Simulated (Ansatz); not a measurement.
## Ideal shear of a crystal plane in SnO

Level of theory: DFT PBEsol, scalar-relativistic, plane waves, PAW in Ansatz. Cutoff 420 eV, Γ-centred 7×8×3 k-points, Gaussian smearing of 0.05 eV. No spin polarisation. Energies are free energies at this smearing, counted from the undisturbed cell; pressure is positive in compression.

The starting cell (relaxed at this level; this form isn't the usual structure):

```yaml
crystal:
  lattice:
    - [0.00000, 0.00000, -3.89416]
    - [-3.31561, 0.00000, 0.00000]
    - [0.00000, 11.41000, 0.00000]
  atoms:
    - { symbol: Sn, position: [0.47383, 0.00000, 0.86689] }
    - { symbol: Sn, position: [0.47383, 0.00000, 0.36689] }
    - { symbol: Sn, position: [0.97383, 0.50000, 0.13311] }
    - { symbol: Sn, position: [0.97383, 0.50000, 0.63311] }
    - { symbol: O, position: [0.27617, 0.00000, 0.19268] }
    - { symbol: O, position: [0.27617, 0.00000, 0.69268] }
    - { symbol: O, position: [0.77617, 0.50000, 0.80732] }
    - { symbol: O, position: [0.77617, 0.50000, 0.30732] }
```

The cell holds layers and no dispersion correction was added, so their binding is poorly described.

The cut lies on the cell's a–b face, a (0 1 0) plane (indices in the standard cell, whose axes needn't be the Cartesian ones shown) of area 12.91 Å², between layers 3.04 Å apart. Vector c is tilted by f times 0·a + 1·b (length 3.316 Å) with the atoms' Cartesian places fixed: one unrelaxed fault a cell. The traction is dγ/du, the slope of γ against the slip u in Å. Some rows repeat others by symmetry and weren't run.

```csv
f,γ (mJ/m²),traction (GPa)
0.0000,0,0.0
0.1000,5,0.3
0.2000,20,0.6
0.3000,43,0.8
0.4000,69,0.7
0.5000,83,0.0
0.6000,69,-0.7
0.8000,20,-0.6
```

Problem. Read off the first barrier and the stress needed to climb it, and compare with Frenkel's sinusoid.

Solution. The first sampled maximum lies at f = 0.500, a slip of 1.66 Å, with γ ≈ 83 mJ/m², which stands in for the unstable fault energy γ_us, and the steepest sampled slope before it is 0.8 GPa. A sinusoid γ = γ_us sin²(πu/λ) with its maximum there has λ = 3.32 Å and a largest slope πγ_us/λ = 0.8 GPa (1 mJ/m² per Å = 0.01 GPa).

Problem. Is there a metastable fault on this line?

Solution. Apart from points where γ returns to about zero, no local minimum shows among the samples, so at this sampling the line offers no fault for a dislocation to split on; a fault can still lie off the line.

The cut is rigid; relaxing the faces lowers these energies and usually the stresses.

Cost: 6 runs of about 5.9 core-minutes in all, on Intel Xeon Processor @ 2.50GHz (Skylake/Cascade Lake) (shared hosts).